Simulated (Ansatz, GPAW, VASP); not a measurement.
**Ge: programs and potentials compared**

```
CELL_PARAMETERS angstrom
0.00000 2.82891 2.82891
2.82891 0.00000 2.82891
2.82891 2.82891 0.00000
ATOMIC_POSITIONS crystal
Ge 0.75000 0.75000 0.75000
Ge 0.50000 0.50000 0.50000
```

Alike in all runs: task single point; functional PBE; k mesh 8 × 8 × 8; occupations gaussian, width 0.028 eV; no spin polarisation; no spin-orbit coupling. Pressure is positive in compression and, in plane waves, holds the error of the finite cutoff.

| program and potentials | plane-wave cutoff (eV) | notes | band gap (eV) | pressure (GPa) |
| --- | --- | --- | --- | --- |
| VASP, PBE PAW files Ge_d, 520 eV | 520 | 14 valence electrons an atom on average | ? | ? |
| GPAW, GPAW PAW data sets (gpaw-data 1.2.1) | 600 | 4 valence electrons an atom on average | 0.09 | 3.84 |
| Ansatz, all-electron LAPW, scalar-relativistic | - | - | 0.04 | 3.59 |

Estimate from the other rows what the run with VASP, PBE PAW files Ge_d, 520 eV gave.

Band gap 0.03 eV; pressure 3.52 GPa. The other rows, which needn't bracket it: band gap 0.04 to 0.09; pressure 3.59 to 3.84.
